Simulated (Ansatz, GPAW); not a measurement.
# Ballistic transport through a C6 chain between two Ga chains, from relaxation to T(E), part 2 of 4

Aim: the conductance of a C6 chain between two Ga chains after relaxation, and whether geometry, basis or functional moves it most.

GPAW 26.7.0 and Ansatz 0.2.0; Ansatz plane waves; relaxation of the junction with the lead ends held (the session's first sound run).

So far. Step 2 (Relaxing the atoms): The relaxation lowered the energy of the cell by 1.29 eV.

## Step 3: Plane-wave reference (PBE)

Plane waves give the reference curve, free of the bias of atom-centred orbitals.

This step: Ansatz plane waves; Landauer transmission by layers, zero bias (Ansatz 0.2.0).

File input.yaml:

```yaml
crystal:
  lattice:
    - [9.0, 0.0, 0.0]
    - [0.0, 9.0, 0.0]
    - [0.0, 0.0, 38.1168]
  atoms:
    - { symbol: Ga, position: [0.5, 0.5, 0.0334498174] }
    - { symbol: Ga, position: [0.5, 0.5, 0.1003494522] }
    - { symbol: Ga, position: [0.5, 0.5, 0.167249087] }
    - { symbol: Ga, position: [0.5, 0.5, 0.2341487218] }
    - { symbol: Ga, position: [0.5018365717, 0.3708274895, 0.2996481263] }
    - { symbol: Ga, position: [0.5063679975, 0.5024164784, 0.3652537404] }
    - { symbol: C, position: [0.5075415813, 0.4542711837, 0.4155612472] }
    - { symbol: C, position: [0.5089501794, 0.458617351, 0.4484107769] }
    - { symbol: C, position: [0.5104584555, 0.4595011975, 0.4836262759] }
    - { symbol: C, position: [0.5119771411, 0.460034723, 0.5163302768] }
    - { symbol: C, position: [0.5137469521, 0.4606210081, 0.5515458575] }
    - { symbol: C, position: [0.5172375586, 0.4581575539, 0.5844010248] }
    - { symbol: Ga, position: [0.4909631897, 0.5007560396, 0.6346269884] }
    - { symbol: Ga, position: [0.5691167984, 0.3918848364, 0.7001336747] }
    - { symbol: Ga, position: [0.5, 0.5, 0.7658512782] }
    - { symbol: Ga, position: [0.5, 0.5, 0.832750913] }
    - { symbol: Ga, position: [0.5, 0.5, 0.8996505478] }
    - { symbol: Ga, position: [0.5, 0.5, 0.9665501826] }
kpoints:
  mp_grid: { grid: [1, 1, 2] }
hamiltonian:
  xc: pbe
scf:
  occupations: { method: fermi_dirac, width: 0.1 }
output:
  transmission:
    leads: [[0, 1]]
    e_range: [-2, 2]
    de: 0.025
    kmesh: [1, 1]
    reduced_basis: true
  write_potential: true
  write_density: true
  volumetric_format: npy
```

The run is started by

```sh
ansatz run input.yaml --threads 4 --pin off --max-ram 8192MiB --backend cpu --events-out ev --progress --plain --runs-dir out
```

Numbers of over 12 decimals in the logs are rounded to 6 here.

What it wrote:

```text
[...]
Crystal: 18 atoms, lattice volume = 3087.461 Å³
Basis set: ecut = 420 eV, 60307 PW (Γ)
Bands: 108, of which v1, the nominal top of the filled ones, is band 90 counted from 1 (89 counted from 0)
Symmetry: 1 space group operations
[...]
k-points: 2
[...]
SCF iter   1: F=—  HF=-46880.185113 eV  |F-HF|=—  |Δ(HF+E_count)|=         —  Δρ=2.21e-3  dr2=3.79e0  ethr=1.77e-3  ⟨swp⟩=6.0  Hψ=882  notcnv=0
[...]
SCF iter  12: F=-46880.059934 eV  HF=-46880.059934 eV  |F-HF|=8.96e-9  |Δ(HF+E_count)|=   1.92e-8  Δρ=4.72e-7  dr2=2.21e-8  ethr=5.56e-11  ⟨swp⟩=6.5  Hψ=506  notcnv=0
SCF 1 converged in 12 iterations: F = -46880.059934 eV  dr2 = 2.21e-8
[...]
transmission: 48 of 288 steps passed
transmission: 96 of 288 steps passed
[...]
transmission: 288 of 288 steps passed
WARN: The output density's exchange-correlation potential varies sharply where the density is thin. Do not read a vacuum level from v_tot or v_xc, or from such a field of the output density. On a cell that repeats whose density bears no net charge and no dipole along the vacuum's axis use v_es (v_loc + v_h of the components); under efield.dipole_correction with no amplitude use v_es + v_field, which holds any externa [...]
SCF converged after 12 iterations
Free energy (F): -46880.059934 eV
[...]
Internal energy: -46879.319289 eV  (E = F + TS)
E sigma→0 (E₀):  -46879.689612 eV
Entropy (-TS):   -0.740644 eV (-41.147 meV/atom)
Fermi energy:    -2.700098 eV
[...]
--- Band table (eV) ---
  k-point 0: bands = [... 86 lower, -2.9195, -2.9004, -2.8040, -2.7897, -2.6903, -2.5722, -2.5095, -2.3392, ... 14 higher]
  k-point 1: bands = [... 86 lower, -2.9221, -2.9010, -2.7929, -2.7411, -2.6482, -2.6084, -2.4957, -2.3401, ... 14 higher]
--- Transmission ---
  basis      : 717 plane waves across, 48 finite elements along
  points     : 1, standing for a mesh of 1 x 1
  filling    : by the input's occupations and mesh, since the crystals that have channels conduct as metals do. If one of these is a semiconductor, that mesh has misplaced its level
  energies   : 161 from -2.000000 to 2.000000 eV about the Fermi level, 0.025000 eV apart; the leads are filled to 0.000000 eV, and channels, transmission and decay are at 0.000000 eV
  crystal 0  : Ga1, at the sites [0, 1], period 2.5500 Å, over 20.40 Å; its Hamiltonian steps by up to 35.5 meV: too much for a lead, lay more layers or, if its atoms are ordered, name the step of that order
    offset         : up to 0.0000 Å between an atom of the period and one for which it stands
    filled         : 39.7 meV over the level at which it is neutral
    channels       : 3.000000e0 a spin
    conductance    : 2.8696e14 S/m² at 300 K; may be off by some 0.0 % by where its bands' edges are placed, 0.0 % from the distance to neutral
  junction   : crystal 0 to crystal 0, 0.70 to 36.26 Å
    transmission   : 3.499934e-1 a spin
    error estimate : 5.094579e-5 a spin from the reduction of the transverse basis, at the most 2.382465e-3 at -1.950000 eV
    conductance    : 3.3919e13 S/m² at 300 K (3.3917e13 on every other energy)
    error estimate : 0.0 % from the energy spacing and 0.0 % from band edges of the leads and from resonances (wavevectors taken as independent; lower de), 0.0 % from the reduction of the transverse basis, 32.9 % from the steps of its leads' Hamiltonians or their offsets (lay more layers), 17.6 % from the distance to neutral
    resistance     : 2.5997e-2 Ω µm² beyond half of each lead's own
```

It took 85 s on 4 threads of Intel Xeon 6975P-C (Granite Rapids), shared host; peak memory 3.9 GiB; 3.8 min of CPU time.

In the SCF lines HF is the Harris–Foulkes energy and dr2 the Hartree energy of the density residual, in eV; the loop may stop once dr2 is under the threshold and the program's other checks hold. Hψ counts applications of the Hamiltonian.

Numbers from this step:

- free energy: -46880.0599 eV
- lead level: 0 eV from the Fermi level
- transmission at the Fermi level (one spin): 0.3500
- open channels of the lead at the Fermi level (one spin): 3
- step of the potential along the lead: 35.5 meV
- offset of the lead: 0 Å
- filling of the lead less its bulk value, in size: 39.7 meV
- conductance: 0.3546 G₀

One spin. Transmission, zone mean against energy, zero at the Fermi level:

```
energy (eV)  transmission, zone mean
     -2.000                    0.630
     -1.975                    0.843
     -1.900                    0.445
     -1.800                    0.137
     -1.700                   0.0560
     -1.600                   0.0283
     -1.500                        0
     -1.400                  0.00420
     -1.300                  0.00584
     -1.200                  0.00526
     -1.100                  0.00476
     -1.000                  0.00447
     -0.900                  0.00440
     -0.800                  0.00453
     -0.700                  0.00489
     -0.600                  0.00554
     -0.500                  0.00660
     -0.400                  0.00835
     -0.300                   0.0115
     -0.200                   0.0733
     -0.100                    0.204
      0.000                    0.350
      0.100                    0.538
      0.200                    0.814
      0.300                     1.16
      0.400                     1.47
      0.500                     1.69
      0.600                     1.82
      0.700                     1.90
      0.800                     1.95
      0.900                     1.97
      1.000                     1.98
      1.100                     1.97
      1.200                     1.95
      1.300                     1.92
      1.400                     1.90
      1.500                     1.85
      1.600                     1.79
      1.700                     1.71
      1.800                     1.65
      1.900                     1.64
      2.000                     1.64
```

One spin. Table of open channels, zone mean by energy, zero at the Fermi level:

```
energy (eV)  open channels, zone mean
     -2.000                         1
     -1.900                         1
     -1.800                         1
     -1.700                         1
     -1.600                         1
     -1.500                         0
     -1.400                         1
     -1.300                         1
     -1.200                         1
     -1.100                         1
     -1.000                         1
     -0.900                         1
     -0.800                         1
     -0.700                         1
     -0.600                         1
     -0.500                         1
     -0.400                         1
     -0.300                         1
     -0.200                         3
     -0.100                         3
      0.000                         3
      0.100                         3
      0.200                         3
      0.300                         3
      0.400                         3
      0.500                         3
      0.600                         3
      0.700                         3
      0.800                         3
      0.900                         3
      1.000                         3
      1.100                         3
      1.200                         3
      1.300                         3
      1.400                         3
      1.500                         3
      1.600                         3
      1.700                         3
      1.800                         3
      1.900                         3
      2.000                         3
```

Crystal 0, spin -, k parallel (0, 0); distinct values, listed up to 1.5 1/Å. The Im kz of the slowest decaying states by energy, zero at the Fermi level:

```
energy (eV)  decay 1 (Å⁻¹)  decay 2 (Å⁻¹)  decay 3 (Å⁻¹)  decay 4 (Å⁻¹)
    -2.0000          0.643          0.643           1.14           1.27
    -1.7500          0.596          0.596           1.11           1.24
    -1.5000        0.00498          0.544          0.545           1.08
    -1.2500          0.486          0.487           1.05           1.19
    -1.0000          0.421          0.421           1.01           1.16
    -0.7500          0.341          0.342          0.981           1.13
    -0.5000          0.236          0.237          0.946           1.10
    -0.2500          0.910           1.07           1.18           1.18
     0.0000          0.873           1.04           1.15           1.15
     0.2500          0.834           1.01           1.13           1.13
     0.5000          0.793          0.972           1.10           1.10
     0.7500          0.750          0.937           1.07           1.07
     1.0000          0.704          0.902           1.04           1.04
     1.2500          0.655          0.864           1.00           1.01
     1.5000          0.602          0.825          0.971          0.975
     1.7500          0.544          0.784          0.936          0.942
     2.0000          0.479          0.741          0.900          0.907
```

Crystal 0, spin -, k parallel (0, 0). Table of Re kz of states that move upwards by energy, zero at the Fermi level:

```
energy (eV)  channel 1 (Å⁻¹)  channel 2 (Å⁻¹)  channel 3 (Å⁻¹)
     -2.000             1.18                -                -
     -1.900             1.19                -                -
     -1.800             1.20                -                -
     -1.700             1.21                -                -
     -1.600             1.22                -                -
     -1.500                -                -                -
     -1.400            -1.23                -                -
     -1.300            -1.21                -                -
     -1.200            -1.20                -                -
     -1.100            -1.19                -                -
     -1.000            -1.18                -                -
     -0.900            -1.17                -                -
     -0.800            -1.16                -                -
     -0.700            -1.15                -                -
     -0.600            -1.14                -                -
     -0.500            -1.14                -                -
     -0.400            -1.13                -                -
     -0.300            -1.12                -                -
     -0.200            -1.11            0.132            0.134
     -0.100            -1.10            0.205            0.207
      0.000            -1.09            0.259            0.260
      0.100            -1.08            0.303            0.304
      0.200            -1.07            0.342            0.343
      0.300            -1.06            0.376            0.377
      0.400            -1.05            0.408            0.409
      0.500            -1.04            0.438            0.439
      0.600            -1.03            0.466            0.467
      0.700            -1.03            0.493            0.493
      0.800            -1.02            0.518            0.518
      0.900            -1.01            0.542            0.542
      1.000           -0.999            0.565            0.566
      1.100           -0.991            0.587            0.588
      1.200           -0.982            0.609            0.610
      1.300           -0.974            0.630            0.630
      1.400           -0.965            0.650            0.651
      1.500           -0.957            0.670            0.671
      1.600           -0.948            0.689            0.690
      1.700           -0.940            0.708            0.709
      1.800           -0.932            0.727            0.727
      1.900           -0.923            0.745            0.745
      2.000           -0.915            0.762            0.763
```

The electrostatic potential energy of an electron (with the applied field's), less the Fermi level, planar mean oscillates, so the rows of the table below give means over windows of 2.53 Å about each position, cut where the curve ends. Its first 14 maxima inside the range that stand out by 2 % of the span (Å: eV): 2.5: 3.62, 5.1: 3.63, 7.6: 3.53, 10.1: 3.39, 12.7: 3.45, 15.2: 3.73, 16.5: 3.91, 17.7: 3.94, 19.1: 3.98, 20.4: 3.94, 21.6: 3.92, 22.9: 3.73, 25.5: 3.44, 28.0: 3.39. Its first 14 minima: 1.3: 2.61, 3.9: 2.62, 6.4: 2.59, 8.9: 2.45, 11.5: 2.41, 13.8: 2.50, 15.8: 3.16, 17.1: 3.26, 18.5: 3.30, 19.7: 3.30, 21.0: 3.26, 22.3: 3.16, 24.3: 2.51, 26.7: 2.41.

Electrostatic potential energy of an electron (with the applied field's), less the Fermi level, planar mean against z; means over each step:

z (Å), electrostatic potential energy of an electron (with the applied field's), less the Fermi level, planar mean (eV) and a bar from the least value:
```
     1.26       3.09 ########
     3.79       3.10 #########
     6.33       3.07 #######
     8.86       2.94 ##
    11.39       2.89 
    13.92       3.03 ######
    16.45       3.53 ##########################
    18.98       3.62 ##############################
    21.51       3.55 ###########################
    24.04       3.04 ######
    26.57       2.89 
    29.10       2.93 ##
    31.63       3.06 #######
    34.16       3.10 #########
    36.69       3.09 ########
```

The valence density, planar mean oscillates, so the rows of the table below give means over windows of 2.53 Å about each position, cut where the curve ends. Its first 14 maxima inside the range that stand out by 2 % of the span (Å: e/Å³): 1.3: 0.208, 3.9: 0.212, 6.4: 0.215, 8.9: 0.216, 11.5: 0.213, 14.0: 0.204, 16.7: 0.0425, 18.9: 0.0418, 21.4: 0.0425, 24.1: 0.206, 26.7: 0.214, 29.2: 0.216, 31.7: 0.215, 34.2: 0.212. Its minima: 2.5: 0.0137, 5.1: 0.0139, 7.7: 0.0139, 10.1: 0.0140, 12.7: 0.0142, 14.9: 0.0194, 17.7: 0.0340, 20.4: 0.0340, 23.2: 0.0195, 25.5: 0.0143, 28.0: 0.0139, 30.4: 0.0139, 33.1: 0.0139, 35.6: 0.0137.

Table of valence density, planar mean by z; means over each step:

z (Å), valence density, planar mean (e/Å³) and a bar from the least value:
```
     1.26      0.063 ############################
     3.79      0.063 ############################
     6.33      0.063 ############################
     8.86      0.063 ############################
    11.39      0.063 ############################
    13.92      0.064 #############################
    16.45      0.038 
    18.98      0.038 
    21.51      0.038 
    24.04      0.065 ##############################
    26.57      0.063 ############################
    29.10      0.063 ############################
    31.63      0.063 ############################
    34.16      0.063 ############################
    36.69      0.063 ############################
```

The largest of the program's own error estimates on the conductance is 33 %. T at the Fermi level is 0.350; the potential still steps by 35.5 meV from one lead period to the next, more than the program accepts for a lead, so the cell is too short for a firm reference, and the program's own error estimates apply.

(Continued in part 3 of 4.)

[Logs are printed without paths, hosts, clocks, repeated set-up lines and the standing remarks that a program may print on its own settings, such as how far it seeks lower states.]

[Hosts, paths, dates, database ids (printed as entryN), source tags and the programs' standing remarks are cut or masked in the printed files.]
